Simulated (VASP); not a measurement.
Input of a VASP 6.6.1 run:

The input INCAR:

```
SYSTEM = TePb
ALGO = Normal ; EDIFF = 1E-7
ENCUT = 520 ; GGA = PE
ISIF = 2 ; ISMEAR = 0
KPAR = 8 ; LASPH = .True.
LCHARG = .False. ; LREAL = .False.
LWAVE = .False. ; NELM = 80
PREC = Accurate ; SIGMA = 0.03
```

The input KPOINTS:

```
k-points
0
Gamma
  6 6 6
  0 0 0
```

Contents of POSCAR:

```
TePb                                    
1.0
    0.0000000000      3.2218515824      3.2218515824
    3.2218515824      0.0000000000      3.2218515824
    3.2218515824      3.2218515824      0.0000000000
  Te              Pb            
     1     1
Direct
     0.5000000000000000    0.5000000000000000    0.5000000000000000
     0.0000000000000000    0.0000000000000000    0.0000000000000000
```

The input KPOINTS_OPT:

```
explicit points
6
Reciprocal
 0.0000000000  0.0000000000  0.0000000000 1
 0.3750000000  0.3750000000  0.7500000000 1
 0.5000000000  0.5000000000  0.5000000000 1
 0.6250000000  0.2500000000  0.6250000000 1
 0.5000000000  0.2500000000  0.7500000000 1
 0.5000000000  0.0000000000  0.5000000000 1
```

Potentials or basis: VASP PAW PBE potentials, release 64 (Te, Pb_d).

Launch:

```console
$ cat potpaw_PBE.64/Te/POTCAR potpaw_PBE.64/Pb_d/POTCAR > POTCAR
$ mpirun -np 8 vasp_std > vasp.out
```

(1) Predict the band gap on the k mesh.

(2) What does it give for the pressure?

(3) Estimate the band gap along the path.

Answers

(1) 0.72 eV, direct.

(2) 2.5 GPa.

(3) 0.72 eV, direct.

Caveat: spin-orbit coupling is left out, which as a rule narrows the gap of such compounds by several tenths of an eV.

**The experiment to reproduce.**

A printed reference work, monograph reports, for a bulk crystal of TePb at 4.2 K: band gap 0.19 eV (direct).

Measured gap of TePb: 0.19 eV (direct; 4.2 K; a printed reference work, monograph). This calculation gives 0.72 eV (+0.53 eV). Spin-orbit coupling on Pb, Te is left out. The value is that of PBE, without temperature or zero-point motion.
